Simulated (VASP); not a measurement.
These are PBEsol GGA, VASP's PBE PAW potentials (set 64) (plane waves; VASP) values and carry that method's errors.

VASP ran on this input.

**INCAR**
```
ALGO=Normal
EDIFF=1E-6
EDIFFG=-0.02
ENCUT=520
GGA=PS
IBRION=2
ISIF=3
ISMEAR=0
LASPH=.TRUE.
LCHARG=.FALSE.
LMAXMIX=4
LREAL=.FALSE.
LWAVE=.FALSE.
NELM=100
NSW=60
PREC=Accurate
SIGMA=0.05
SYSTEM=BaF2
```

### POSCAR
```
BaF2
1
    0.0000000000     3.0881705003     3.0881705003
    3.0881705003    -0.0000000000     3.0881705003
    3.0881705003     3.0881705003     0.0000000000
Ba F
1 2
Direct
  0.0000000000   1.0000000000   1.0000000000
  0.2500000000   0.2500000000   0.2500000000
  0.7500000000   0.7500000000   0.7500000000
```

### KPOINTS
```
Regular mesh
0
gamma
  6 6 6
0 0 0
```

POTCAR, in this order: Ba_sv F (PBE.64 set). Program: vasp_std.

Output of the run:

OSZICAR:
```
       N       E                     dE             d eps       ncg     rms          rms(c)
DAV:   1     0.159126678066E+03    0.15913E+03   -0.13343E+04   512   0.140E+03
DAV:   2    -0.128842432329E+02   -0.17201E+03   -0.16632E+03   664   0.290E+02
DAV:   3    -0.190542850948E+02   -0.61700E+01   -0.61617E+01   720   0.646E+01
DAV:   4    -0.191513937754E+02   -0.97109E-01   -0.97097E-01   616   0.678E+00
DAV:   5    -0.191544976589E+02   -0.31039E-02   -0.31038E-02   760   0.858E-01    0.809E+00
DAV:   6    -0.176469868382E+02    0.15075E+01   -0.82911E+00   512   0.227E+01    0.448E+00
DAV:   7    -0.176254786096E+02    0.21508E-01   -0.30568E-01   648   0.506E+00    0.225E+00
DAV:   8    -0.176310634329E+02   -0.55848E-02   -0.46948E-02   624   0.260E+00    0.274E-01
DAV:   9    -0.176388696931E+02   -0.78063E-02   -0.14269E-02   592   0.813E-01    0.153E-01
DAV:  10    -0.176416544908E+02   -0.27848E-02   -0.51614E-03   520   0.459E-01    0.401E-02
DAV:  11    -0.176416434900E+02    0.11001E-04   -0.24128E-04   688   0.122E-01    0.177E-02
DAV:  12    -0.176416801679E+02   -0.36678E-04   -0.86485E-05   512   0.627E-02    0.366E-03
DAV:  13    -0.176416803541E+02   -0.18618E-06   -0.89953E-07   584   0.727E-03
   1 F= -.17641680E+02 E0= -.17641680E+02  d E =-.176417E+02
```

**OUTCAR**
```
------------------------ aborting loop because EDIFF is reached ----------------------------------------
  FORCE on cell =-STRESS in cart. coord.  units (eV):
  Direction    XX          YY          ZZ          XY          YZ          ZX
  --------------------------------------------------------------------------------------
  Total        0.0188434      0.0188434      0.0188434      0.0000000      0.0000000     -0.0000000
  in kB        0.5125491      0.5125491      0.5125491      0.0000000      0.0000000     -0.0000000
  external PRESSURE =       0.5125491 kB  Pullay stress =       0.0000000 kB
  volume of cell :       58.90
      direct lattice vectors                 reciprocal lattice vectors
     0.000000000  3.088170500  3.088170500    -0.161908159  0.161908159  0.161908159
     3.088170500  0.000000000  3.088170500     0.161908159 -0.161908159  0.161908159
     3.088170500  3.088170500  0.000000000     0.161908159  0.161908159 -0.161908159
 POSITION                                       TOTAL-FORCE (eV/Angst)
 -----------------------------------------------------------------------------------
      0.00000      0.00000      0.00000         0.000000      0.000000      0.000000
      1.54409      1.54409      1.54409         0.000000     -0.000000      0.000000
      4.63226      4.63226      4.63226        -0.000000     -0.000000     -0.000000
 -----------------------------------------------------------------------------------
    total drift:                               -0.000000     -0.000000      0.000000
  FREE ENERGIE OF THE ION-ELECTRON SYSTEM (eV)
  ---------------------------------------------------
  free  energy   TOTEN  =       -17.6416803541 eV

  energy  without entropy=      -17.6416803541  energy(sigma->0) =      -17.64168035

 reached required accuracy - stopping structural energy minimisation
```
(Selected blocks of OUTCAR.)

The compound is BaF2 in the fluorite structure. It was relaxed first. The start is the result of an earlier pass.
